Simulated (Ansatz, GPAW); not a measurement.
Given: the input of a run of GPAW 26.7.0 (ASE script) on Si. 

The input run.py:

```python
from ase import Atoms
from ase.dft.bandgap import bandgap
from ase.io import write
from ase.units import Bohr, GPa
from gpaw import GPAW, PW
from gpaw.elf import elf_from_dft_calculation

atoms = Atoms(['Si', 'Si'],
              cell=[[0.0, 2.7218511865, 2.7218511865],
                    [2.7218511865, 0.0, 2.7218511865],
                    [2.7218511865, 2.7218511865, 0.0]],
              scaled_positions=[[0.5, 0.5, 0.5],
                                [0.75, 0.75, 0.75]],
              pbc=True)

calc = GPAW(mode=PW(600),
            xc='PBE',
            kpts={'size': (8, 8, 8), 'gamma': True},
            occupations={'name': 'methfessel-paxton', 'order': 0, 'width': 0.023},
            nbands=11,
            convergence={'density': 1e-05, 'energy': 1e-05},
            maxiter=150,
            txt='gpaw.txt')
atoms.calc = calc
energy = atoms.get_potential_energy()
forces = atoms.get_forces()
stress = atoms.get_stress()
calc.write('gs.gpw')
write('result.traj', atoms)
print(f'Energy: {energy:.6f} eV')
print('Forces (eV/A):')
print(forces.round(4))
print('Stress (GPa):', (stress / GPa).round(3))
print('Fermi level:', round(calc.get_fermi_level(), 4), 'eV')
print(f'Gap: {bandgap(calc)[0]:.4f} eV, direct: {bandgap(calc, direct=True)[0]:.4f} eV')

# fields on the real-space grid
write('density.cube', atoms, data=calc.get_pseudo_density() * Bohr**3)
write('potential.cube', atoms, data=calc.get_electrostatic_potential())
write('elf.cube', atoms, data=elf_from_dft_calculation(calc).data)
```

Potentials or basis: GPAW PAW data sets (gpaw-data 1.2.1), pw.

Launch:

```bash
$ OMP_NUM_THREADS=1 python run.py
```

Problem. Translate it to Ansatz 0.2.0. Potentials or basis there: Ansatz PAW, cutoff 420 eV.

Solution. As run (cutoffs and basis follow the program's own potentials, and thresholds, step limits or extra output files can differ):

File input.yaml:

```yaml
crystal:
  lattice:
    - [0.0, 2.7218511865, 2.7218511865]
    - [2.7218511865, 0.0, 2.7218511865]
    - [2.7218511865, 2.7218511865, 0.0]
  atoms:
    - { symbol: Si, position: [0.5, 0.5, 0.5] }
    - { symbol: Si, position: [0.75, 0.75, 0.75] }
hamiltonian:
  xc: pbe
  pseudopotentials: { kind: paw }
kpoints:
  mp_grid: { grid: [8, 8, 8] }
scf:
  occupations: { method: gaussian, width: 0.023 }
output:
  forces: true
  stress: true
  eigenvalues: true
```

Potentials or basis: Ansatz PAW.

Run with:

```bash
$ ansatz run input.yaml --threads 2 --pin off --max-ram 5632MiB --backend cpu --events-out ev --progress --plain --runs-dir out
```

Both were run:

|  | GPAW | Ansatz |
| --- | --- | --- |
| Pressure | 1.6 GPa | 1.3 GPa |

Ansatz's pressure holds a Pulay term of +0.02 GPa for its cutoff of 420 eV, which the other run lacks.

Where Ansatz's input types no cutoff or centring, it takes its own default and a Γ-centred mesh.

Pressure is positive in compression.
